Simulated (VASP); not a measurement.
# ZnO (zincite) (P6_3mc) in VASP: notebook

One crystal, ZnO (zincite), is run at these levels: LDA; tasks: single point, relaxation of cell and atoms.

Program: VASP 6.6.1. These are calculated values, not measurements. Logs are shortened: lines on timing, memory, paths and dates and some standing lists are left out, and cuts for length are marked.

### Step 1. The undisturbed crystal

The structure is hexagonal, space group P6_3mc (No. 186). Conventional cell: a = 3.187 Å, b = 3.187 Å, c = 5.153 Å, α = 90.00°, β = 90.00°, γ = 120.00°. Zn (site symmetry 3m) has 4 O at 1.94 to 1.95 Å as nearest neighbours. O (site symmetry 3m) is surrounded by 4 Zn at 1.94 to 1.95 Å.

### Step 2. Single point, LDA (cell and atoms relaxed tightly for response)

File INCAR:

```
SYSTEM = ZnO
  PREC = Accurate
  ENCUT = 520
  EDIFF = 1E-6
  ISMEAR = 0
  SIGMA = 0.01
  LREAL = .False.
  LASPH = .True.
  NELM = 80
  ALGO = Normal
  ISIF = 2
  LWAVE = .False.
  LCHARG = .False.
  NBANDS = 26
```

File KPOINTS:

```
regular mesh
0
Gamma
  9 9 6
  0 0 0
```

File POSCAR:

```
ZnO
1.0
    3.1868890943      0.0000000000      0.0000000000
   -1.5934445472      2.7599269147      0.0000000000
    0.0000000000      0.0000000000      5.1527079247
Zn O
2 2
Direct
    0.3333333333      0.6666666667      0.5003164210
    0.6666666667      0.3333333333      0.0003164210
    0.6666666667      0.3333333333      0.3786935790
    0.3333333333      0.6666666667      0.8786935790
```

Potentials or basis: VASP PAW LDA potentials, release 64 (Zn, O).

Launch:

```console
$ cat potpaw_LDA.64/Zn/POTCAR potpaw_LDA.64/O/POTCAR > POTCAR
$ mpirun -np 1 vasp_std > vasp.out
```

OUTCAR:

```text
SYSTEM = ZnO
   PREC = Accurate
   ENCUT = 520
   EDIFF = 1E-6
   ISMEAR = 0
   LREAL = .False.
   LASPH = .True.
   NELM = 80
   ISIF = 2

 ion  position               nearest neighbor table
   1  0.333  0.667  0.500-   3 1.94   3 1.94   3 1.94   4 1.95
   2  0.667  0.333  0.000-   4 1.94   4 1.94   4 1.94   3 1.95
   3  0.667  0.333  0.379-   1 1.94   1 1.94   1 1.94   2 1.95
   4  0.333  0.667  0.879-   2 1.94   2 1.94   2 1.94   1 1.95

  LATTYP: Found a hexagonal cell.
 ALAT       =     3.1868890943
 C/A-ratio  =     1.6168456988

  Lattice vectors:

 A1 = (   3.1868890943,   0.0000000000,   0.0000000000)
 A2 = (  -1.5934445472,   2.7599269147,   0.0000000000)
 A3 = (   0.0000000000,   0.0000000000,   5.1527079247)

Analysis of symmetry for initial positions (statically):
=====================================================================
 Subroutine PRICEL returns:
 Original cell was already a primitive cell.

 Routine SETGRP: Setting up the symmetry group for a
 hexagonal supercell.

 Subroutine GETGRP returns: Found 12 space group operations
 (whereof  6 operations were pure point group operations)
 out of a pool of 24 trial point group operations.

The static configuration has the point symmetry C_3v.
 The point group associated with its full space group is C_6v.

Analysis of symmetry for dynamics (positions and initial velocities):
=====================================================================
 Subroutine PRICEL returns:
 Original cell was already a primitive cell.

 Routine SETGRP: Setting up the symmetry group for a
 hexagonal supercell.

 Subroutine GETGRP returns: Found 12 space group operations
 (whereof  6 operations were pure point group operations)
 out of a pool of 24 trial point group operations.

The dynamic configuration has the point symmetry C_3v.
 The point group associated with its full space group is C_6v.

 Subroutine INISYM returns: Found 12 space group operations
 (whereof  6 operations are pure point group operations),
 and found     1 'primitive' translations

----------------------------------------------------------------------------------------

                                     Primitive cell

  volume of cell :      45.3211

  direct lattice vectors                    reciprocal lattice vectors
     3.186889094  0.000000000  0.000000000     0.313785629  0.181164218  0.000000000
    -1.593444547  2.759926915  0.000000000     0.000000000  0.362328435  0.000000000
     0.000000000  0.000000000  5.152707925     0.000000000  0.000000000  0.194072712

  length of vectors
     3.186889094  3.186889094  5.152707925     0.362328435  0.362328435  0.194072712

  position of ions in fractional coordinates (direct lattice)
     0.333333333  0.666666667  0.500316421
     0.666666667  0.333333333  0.000316421
     0.666666667  0.333333333  0.378693579
     0.333333333  0.666666667  0.878693579

  ion indices of the primitive-cell ions
   primitive index   ion index
                 1           1
                 2           2
                 3           3
                 4           4

----------------------------------------------------------------------------------------

 KPOINTS: regular mesh

Automatic generation of k-mesh.
 Grid dimensions read from file:
 generate k-points for:    9    9    6

 Generating k-lattice:

  Cartesian coordinates                     Fractional coordinates (reciprocal lattice)
     0.034865070  0.020129358  0.000000000     0.111111111  0.000000000  0.000000000
     0.000000000  0.040258715  0.000000000     0.000000000  0.111111111  0.000000000
     0.000000000  0.000000000  0.032345452     0.000000000  0.000000000  0.166666667

  Length of vectors
     0.040258715  0.040258715  0.032345452

  Shift w.r.t. Gamma in fractional coordinates (k-lattice)
     0.000000000  0.000000000  0.000000000

 Subroutine IBZKPT returns following result:
 ===========================================

 Found     48 irreducible k-points:

 Following reciprocal coordinates:
            Coordinates               Weight
  0.000000  0.000000  0.000000      1.000000
  0.111111  0.000000  0.000000      6.000000
  0.222222 -0.000000  0.000000      6.000000
  0.333333 -0.000000  0.000000      6.000000
  0.444444 -0.000000  0.000000      6.000000
  0.111111  0.111111  0.000000      6.000000
[... 16 lines left out ...]
  0.333333  0.222222  0.166667     24.000000
  0.333333  0.333333  0.166667      4.000000
 [... further k-points ...]
   k-points           NKPTS =     48   k-points in BZ     NKDIM =     48   number of bands    NBANDS=     26
   number of dos      NEDOS =    301   number of ions     NIONS =      4
   total plane-waves  NPLWV =  23040
   dimension x,y,z NGX =    24 NGY =   24 NGZ =   40
   dimension x,y,z NGXF=    48 NGYF=   48 NGZF=   80
   ions per type =               2   2
   NGX,Y,Z   is equivalent  to a cutoff of  12.52, 12.52, 12.91 a.u.
   NGXF,Y,Z  is equivalent  to a cutoff of  25.04, 25.04, 25.81 a.u.
 SYSTEM =  ZnO
   PREC   = accura    normal or accurate (medium, high low for compatibility)
   ISTART =      0    job   : 0-new  1-cont  2-samecut
   ICHARG =      2    charge: 1-file 2-atom 10-const
   ISPIN  =      1    spin polarized calculation?
   LNONCOLLINEAR =      F non collinear calculations
   LSORBIT =      F    spin-orbit coupling
   LASPH  =      T    aspherical Exc in radial PAW
   ENCUT  =  520.0 eV  38.22 Ry    6.18 a.u.   5.93  5.93  9.58*2*pi/ulx,y,z
   NELM   =     80;   NELMIN=  2; NELMDL= -5     # of ELM steps
   EDIFF  = 0.1E-05   stopping-criterion for ELM
   LREAL  =      F    real-space projection
   EDIFFG = 0.1E-04   stopping-criterion for IOM
   NSW    =      0    number of steps for IOM
   IBRION =     -1    ionic relax: 0-MD 1-quasi-New 2-CG
   NFREE  =      0    steps in history (QN), initial steepest desc. (CG)
   ISIF   =      2    stress and relaxation
   ISYM   =      2    0-nonsym 1-usesym 2-fastsym
   POTIM  = 0.5000    time-step for ionic-motion
   TEBEG  =    0.0;   TEEND  =   0.0 temperature during run
   PSTRESS=    0.0 pullay stress
   NELECT =      36.0000    total number of electrons
   NUPDOWN=      -1.0000    fix difference up-down
   EMIN   =  10.00;   EMAX   =-10.00  energy-range for DOS
   EFERMI =   0.00;   METHOD = LEGACY
   ISMEAR =     0;   SIGMA  =   0.01  broadening in eV -4-tet -1-fermi 0-gaus
   EFERMI_NEDOS =   21; number of points for ismear=-14 and -15
   IALGO  =     38    algorithm
   IMIX   =      4    mixing-type and parameters
     AMIX     =   0.40;   BMIX     =  1.00
     AMIX_MAG =   1.60;   BMIX_MAG =  1.00
  volume/ion in A,a.u.               =      11.33        76.46
  Fermi-wavevector in a.u.,A,eV,Ry     =   1.516150  2.865109 31.275880  2.298712
  Thomas-Fermi vector in A             =   2.625579
   LORBIT       =      0    0 simple, 1 ext, 2 COOP (PROOUT), +10 PAW based schemes
   GGA     = CA    functional components
   LHFCALC =     F    Hartree Fock is set to
   AEXX    =    0.0000 exact exchange contribution
   IVDW    =     0    specifies the selected vdW correction
   LEPSILON=     F    determine dielectric tensor
   LRPA    =     F    only Hartree local field effects (RPA)
 non-spin polarized calculation
 Gauss-broadening in eV      SIGMA  =   0.01
  energy-cutoff  :      520.00
  volume of cell :       45.32
 maximum number of plane-waves:      1237
 NGX is ok and might be reduce to    24
   NGX = 11   NGY = 11   NGZ = 19

 number of electron      35.9999983 magnetization

 Free energy of the ion-electron system (eV)
  ---------------------------------------------------
  ext. energy  EPLUGINS =         0.00000000
  ---------------------------------------------------
  free energy    TOTEN  =       -21.15663509 eV

  energy without entropy =      -21.15663509  energy(sigma->0) =      -21.15663509

 E-fermi :   1.4882     XC(G=0): -11.7260

 val. band max:        1.3531610865   @ k =   0.0000   0.0000   0.0000
 cond. band min:       2.1616207444   @ k =   0.0000   0.0000   0.0000
 fundamental gap:      0.8084596579
 Fermi energy:         1.4882443639

 k-point     1 :       0.0000    0.0000    0.0000
  band No.  band energies     occupation
      1     -16.8724      2.00000
      2     -16.0293      2.00000
      3      -4.7736      2.00000
      4      -4.6799      2.00000
      5      -4.6799      2.00000
      6      -4.6424      2.00000
[... 18 lines left out ...]
     25      15.6654      0.00000
     26      15.6654      0.00000

 k-point     2 :       0.1111    0.0000    0.0000
  band No.  band energies     occupation
      1     -16.7934      2.00000
      2     -15.9936      2.00000
      3      -4.7806      2.00000
      4      -4.6546      2.00000
      5      -4.6380      2.00000
      6      -4.5978      2.00000
[... 18 lines left out ...]
     25      15.5782      0.00000
     26      15.8201      0.00000

 k-point     3 :       0.2222   -0.0000    0.0000
  band No.  band energies     occupation
      1     -16.5825      2.00000
      2     -15.9083      2.00000
      3      -4.9581      2.00000
      4      -4.5989      2.00000
      5      -4.5404      2.00000
      6      -4.4578      2.00000
[... 18 lines left out ...]
     25      14.8806      0.00000
     26      15.7728      0.00000

 k-point     4 :       0.3333   -0.0000    0.0000
  band No.  band energies     occupation
      1     -16.3130      2.00000
      2     -15.8280      2.00000
      3      -5.0660      2.00000
      4      -4.6731      2.00000
      5      -4.4527      2.00000
      6      -4.2652      2.00000
[... 18 lines left out ...]
     25      14.8410      0.00000
     26      15.6224      0.00000
[... 496 lines left out ...]
      1     -16.1553      2.00000
      2     -15.8275      2.00000
      3      -4.8900      2.00000
      4      -4.7929      2.00000
      5      -4.3780      2.00000
      6      -4.3348      2.00000
[... 18 lines left out ...]
     25      13.3034      0.00000
     26      16.6362      0.00000

 k-point    23 :       0.3333    0.2222    0.1667
  band No.  band energies     occupation
      1     -15.9809      2.00000
      2     -15.8198      2.00000
      3      -4.8158      2.00000
      4      -4.6161      2.00000
      5      -4.4168      2.00000
      6      -4.2165      2.00000
[... 18 lines left out ...]
     25      14.1043      0.00000
     26      15.7477      0.00000

 k-point    24 :       0.3333    0.3333    0.1667
  band No.  band energies     occupation
      1     -15.8693      2.00000
      2     -15.8693      2.00000
      3      -4.7348      2.00000
      4      -4.4467      2.00000
      5      -4.4467      2.00000
      6      -4.1186      2.00000
[... 18 lines left out ...]
     25      14.7326      0.00000
     26      16.0289      0.00000

 [... further k-points ...]

------------------------ aborting loop because EDIFF is reached ----------------------------------------

  FORCE on cell =-STRESS in cart. coord.  units (eV):
  Direction    XX          YY          ZZ          XY          YZ          ZX
  --------------------------------------------------------------------------------------
  -------------------------------------------------------------------------------------
  Total        0.3237643      0.3237643      0.3177441     -0.0000000     -0.0000000      0.0000000
  in kB       11.4456256     11.4456256     11.2327997     -0.0000000     -0.0000000      0.0000000
  external PRESSURE =      11.3746836 kB  Pullay stress =       0.0000000 kB

 VOLUME and BASIS-vectors are now :
 -----------------------------------------------------------------------------
  energy-cutoff  :      520.00
  volume of cell :       45.32
      direct lattice vectors                 reciprocal lattice vectors
     3.186889094  0.000000000  0.000000000     0.313785629  0.181164218  0.000000000
    -1.593444547  2.759926915  0.000000000     0.000000000  0.362328435  0.000000000
     0.000000000  0.000000000  5.152707925     0.000000000  0.000000000  0.194072712

 POSITION                                       TOTAL-FORCE (eV/Angst)
 -----------------------------------------------------------------------------------
     -0.00000      1.83995      2.57798        -0.000000      0.000000      0.000872
      1.59344      0.91998      0.00163         0.000000     -0.000000      0.000872
      1.59344      0.91998      1.95130        -0.000000      0.000000     -0.000872
     -0.00000      1.83995      4.52765         0.000000     -0.000000     -0.000872
 -----------------------------------------------------------------------------------
    total drift:                                0.000001      0.000001     -0.000022

  FREE ENERGIE OF THE ION-ELECTRON SYSTEM (eV)
  ---------------------------------------------------
  free  energy   TOTEN  =       -21.1566350940 eV

  energy  without entropy=      -21.1566350940  energy(sigma->0) =      -21.15663509
```

Wall time 28 s (1 thread of Intel Xeon Platinum 8488C (Sapphire Rapids), shared host); peak memory 0.17 GiB.

Results:

```
Free energy            : -21.1566 eV
Pressure               : 1.1 GPa
Band gap on the k mesh : 0.81 eV, direct
```

### Step 3. Relaxation of cell and atoms, LDA (cell and atoms relaxed tightly for response)

File INCAR:

```
PREC = Accurate
ENCUT = 600
EDIFF = 1E-6
ISMEAR = 0
SIGMA = 0.01
LREAL = False
LASPH = True
NELM = 100
ALGO = Normal
ISIF = 3
LWAVE = False
LCHARG = False
GGA = CA
IBRION = 2
NSW = 80
EDIFFG = -0.001
```

File KPOINTS:

```
Automatic mesh
0
Gamma
  9 9 6
```

File POSCAR:

```
ZnO
1.0
    3.1868519158      0.0000000000      0.0000000000
   -1.5934259579      2.7598947172      0.0000000000
    0.0000000000      0.0000000000      5.1534131039
Zn O
2 2
Direct
    0.3333333333      0.6666666667      0.5003362527
    0.6666666667      0.3333333333      0.0003362527
    0.6666666667      0.3333333333      0.3786737473
    0.3333333333      0.6666666667      0.8786737473
```

Potentials or basis: VASP PAW LDA potentials, release 64 (Zn, O).

Launch:

```console
$ cat potpaw_LDA.64/Zn/POTCAR potpaw_LDA.64/O/POTCAR > POTCAR
$ mpirun -np 1 vasp_std > vasp.out
```

Wall time 4.4 min (1 thread of Intel Xeon Platinum 8488C (Sapphire Rapids), shared host); peak memory 0.19 GiB.

The run converged. Its results:

```
Free energy                            : -21.1626 eV
Relaxed volume                         : 11.41 Å³/atom
Relaxed cell                           : a = 3.194 Å, b = 3.194 Å, c = 5.165 Å, α = 90.00°, β = 90.00°, γ = 120.00°
Space group after relaxing (to 0.05 Å) : P6_3mc (No. 186)
Energy gained by relaxing              : 0.3 meV/atom
Ionic steps                            : 21
Pressure after relaxing                : 0.0 GPa
Band gap on the k mesh                 : 0.80 eV, direct
```

Step by step:
```tsv
step	energy change (eV)	largest force (eV/Å)	pressure (GPa)	volume (Å³)
1	0.0000	0.0007	0.98	45.33
2	-0.0007	0.0013	-0.43	45.78
3	-0.0010	0.0007	0.03	45.64
4	-0.0010	0.0007	-0.05	45.65
5	-0.0010	0.0001	-0.08	45.62
6	-0.0010	0.0014	0.14	45.56
7	-0.0010	0.0004	0.14	45.60
8	-0.0010	0.0000	0.07	45.62
9	-0.0010	0.0004	-0.02	45.62
10	-0.0010	0.0005	0.05	45.62
11	-0.0010	0.0008	0.02	45.64
12	-0.0010	0.0017	-0.05	45.66
13	-0.0010	0.0010	-0.13	45.65
14	-0.0010	0.0004	0.01	45.64
15	-0.0010	0.0011	-0.09	45.64
16	-0.0010	0.0004	-0.03	45.63
17	-0.0010	0.0003	0.09	45.62
18	-0.0010	0.0009	-0.07	45.63
19	-0.0010	0.0002	0.03	45.63
20	-0.0010	0.0009	-0.02	45.63
21	-0.0010	0.0004	0.00	45.63
```

Final structure:
```cif
data_structure
_symmetry_space_group_name_H-M 'P 1'
_symmetry_Int_Tables_number 1
_cell_length_a 3.1940
_cell_length_b 3.1940
_cell_length_c 5.1646
_cell_angle_alpha 90.000
_cell_angle_beta 90.000
_cell_angle_gamma 120.000
_cell_volume 45.63
loop_
_atom_site_label
_atom_site_type_symbol
_atom_site_fract_x
_atom_site_fract_y
_atom_site_fract_z
_atom_site_occupancy
Zn1 Zn 0.33333 0.66667 0.50033 1
Zn2 Zn 0.66667 0.33333 0.00033 1
O1 O 0.66667 0.33333 0.37868 1
O2 O 0.33333 0.66667 0.87868 1
```

Levels at points of the mesh, in eV from the valence-band top:
| k point | band 16 | band 17 | band 18 | band 19 | band 20 | band 21 |
| --- | --- | --- | --- | --- | --- | --- |
| (0.00, 0.00, 0.00) | -0.10 | 0.00 | 0.00 | 0.80 | 5.27 | 8.18 |
| (0.00, 0.00, 0.50) | -0.42 | -0.42 | -0.42 | 3.48 | 3.48 | 10.03 |
